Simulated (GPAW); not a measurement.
Crystal: Zn.

```
Zn
1.0
     0.00000    1.96478    1.96478
     1.96478    0.00000    1.96478
     1.96478    1.96478    0.00000
Zn
1
Cartesian
  0.0000 0.0000 0.0000
```

This isn't the form of Zn at room conditions, which is hcp.

| Property | Result |
| --- | --- |
| Program | GPAW 26.7.0 |
| Task | relaxation of cell and atoms |
| Functional | TPSS |
| Potentials or basis | GPAW PAW data sets (gpaw-data 1.2.1) |
| Cutoff | 600 eV |
| Basis | pw |
| k mesh | 10 × 10 × 10 |
| Occupations | fermi-dirac, width 0.05 eV |
| Spin | no spin polarisation |

At the start: pressure -5.0 GPa; volume 15.17 Å³/atom.

Q: Where does the relaxation end?

A: Over 4 steps the energy falls by 16.7 meV/atom and the volume is 14.18 Å³/atom (-6.5 %); space group Fm-3m (No. 225, to 0.05 Å).

The path:
```csv
step,energy change (eV),largest force (eV/Å),pressure (GPa),volume (Å³)
1,0.0000,0.0000,-4.98,15.17
2,-0.0082,0.0000,-3.68,14.87
3,-0.0167,0.0000,0.49,14.10
4,-0.0167,0.0000,-0.04,14.18
```

Final structure:
```cif
data_structure
_symmetry_space_group_name_H-M 'P 1'
_symmetry_Int_Tables_number 1
_cell_length_a 2.7170
_cell_length_b 2.7170
_cell_length_c 2.7170
_cell_angle_alpha 60.000
_cell_angle_beta 60.000
_cell_angle_gamma 60.000
_cell_volume 14.18
loop_
_atom_site_label
_atom_site_type_symbol
_atom_site_fract_x
_atom_site_fract_y
_atom_site_fract_z
_atom_site_occupancy
Zn1 Zn 0.00000 0.00000 0.00000 1
```

Caveat: later steps reuse the first step's grids; the PAW data sets were made with another functional, which shifts forces and pressure a little.
